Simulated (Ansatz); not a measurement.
Ti3SiC2 (MAX-312 type, space group P6_3/mmc)

```
CELL_PARAMETERS angstrom
      3.07276     0.00000     0.00000
     -1.53638     2.66109     0.00000
      0.00000     0.00000    17.72285
ATOMIC_POSITIONS crystal
  Ti 0.00000 0.00000 0.00000
  Ti 0.00000 0.00000 0.50000
  Ti 0.33333 0.66667 0.13489
  Ti 0.66667 0.33333 0.63489
  Ti 0.66667 0.33333 0.86511
  Ti 0.33333 0.66667 0.36511
  Si 0.00000 0.00000 0.25000
  Si 0.00000 0.00000 0.75000
  C  0.33333 0.66667 0.57233
  C  0.66667 0.33333 0.07233
  C  0.66667 0.33333 0.42767
  C  0.33333 0.66667 0.92767
```

E(V) scan at fixed shape, V₀ the volume above. The atoms relax within the cell's symmetry.

These are PBE (plane waves to 420 eV, PAW, scalar-relativistic; Ansatz, an electronic-structure program) values and carry that method's errors. k mesh 14×14×3 (Γ-centred), Fermi-Dirac smearing 0.05 eV. Energies are smeared free energies. Stress and pressure are positive under compression. Ti3SiC2 is run without spin polarisation. Ti3SiC2 was relaxed with its symmetry unable to fall. The zero of ΔE is the relaxed starting cell.

```
V (Å³/cell)  P (GPa)  ΔE (meV/atom)
-----------  -------  -------------
136.22             …              …
138.40             …             15
140.57           6.0              7
142.74           2.9              2
144.92           0.0              0
147.09          -2.7              2
149.27          -5.1              6
151.44          -7.4             13
153.61             …             22
```

Problem. Complete the blanks.

Solution. 
- 136.22, P (GPa): 13.0
- 136.22, ΔE (meV/atom): 28
- 138.40, P (GPa): 9.3
- 153.61, P (GPa): -9.4

(A scan under strain: stresses follow from slopes of the energy per volume, elastic moduli from its curvatures.)
